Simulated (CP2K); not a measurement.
Crystal: CdSe.

```
CELL_PARAMETERS angstrom
4.34202 0.00000 0.00000
2.17101 3.76030 0.00000
2.17101 1.25343 3.54524
ATOMIC_POSITIONS crystal
Cd 0.00000 0.00000 0.00000
Se 0.25000 0.25000 0.25000
```

Measurements of this composition are mostly on another form, of space group No. 186.

Base run:

```yaml
Program: CP2K 2026.2
Functional: PBE
Potentials_or_basis: POTENTIAL_UZH Cd GTH-SCAN-q12, Se GTH-SCAN-q6; DZVP-MOLOPT-SR-GTH basis
Density_cutoff: 6123 eV
k_mesh: 8 × 8 × 8
Occupations: fermi-dirac, width 0.05 eV
Spin: no spin polarisation
```

Its results: band gap on the k mesh 0.77 eV, direct; pressure 2.6 GPa.

Problem. After a change of settings the same cell gave: band gap on the k mesh 0.76 eV, direct; pressure 1.8 GPa. Which change was it?
A. potentials or basis from POTENTIAL_UZH Cd GTH-SCAN-q12, Se GTH-SCAN-q6; DZVP-MOLOPT-SR-GTH basis to GTH_POTENTIALS Cd GTH-PBE-q12, Se GTH-BLYP-q6; DZVP-MOLOPT-SR-GTH basis; potentials from Cd GTH-SCAN-q12 of POTENTIAL_UZH, Se GTH-SCAN-q6 of POTENTIAL_UZH to Cd GTH-PBE-q12 of GTH_POTENTIALS, Se GTH-BLYP-q6 of GTH_POTENTIALS
B. potentials or basis from POTENTIAL_UZH Cd GTH-SCAN-q12, Se GTH-SCAN-q6; DZVP-MOLOPT-SR-GTH basis to GTH_POTENTIALS Cd GTH-PADE-q12, Se GTH-PADE-q6; DZVP-MOLOPT-SR-GTH basis; potentials from Cd GTH-SCAN-q12 of POTENTIAL_UZH, Se GTH-SCAN-q6 of POTENTIAL_UZH to Cd GTH-PADE-q12 of GTH_POTENTIALS, Se GTH-PADE-q6 of GTH_POTENTIALS
C. potentials or basis from POTENTIAL_UZH Cd GTH-SCAN-q12, Se GTH-SCAN-q6; DZVP-MOLOPT-SR-GTH basis to POTENTIAL_UZH Cd GTH-PBE0-q12, Se GTH-PBE0-q6; DZVP-MOLOPT-SR-GTH basis; potentials from Cd GTH-SCAN-q12 of POTENTIAL_UZH, Se GTH-SCAN-q6 of POTENTIAL_UZH to Cd GTH-PBE0-q12 of POTENTIAL_UZH, Se GTH-PBE0-q6 of POTENTIAL_UZH
D. potentials or basis from POTENTIAL_UZH Cd GTH-SCAN-q12, Se GTH-SCAN-q6; DZVP-MOLOPT-SR-GTH basis to GTH_POTENTIALS Cd GTH-PBE-q12, Se GTH-PBE-q6; DZVP-MOLOPT-SR-GTH basis; potentials from Cd GTH-SCAN-q12 of POTENTIAL_UZH, Se GTH-SCAN-q6 of POTENTIAL_UZH to Cd GTH-PBE-q12 of GTH_POTENTIALS, Se GTH-PBE-q6 of GTH_POTENTIALS

Solution. C.

Caveats: the basis of atomic orbitals isn't converged, which shifts pressures, moduli and gaps; the potentials were made for another functional, which shifts forces and pressure (some runs).
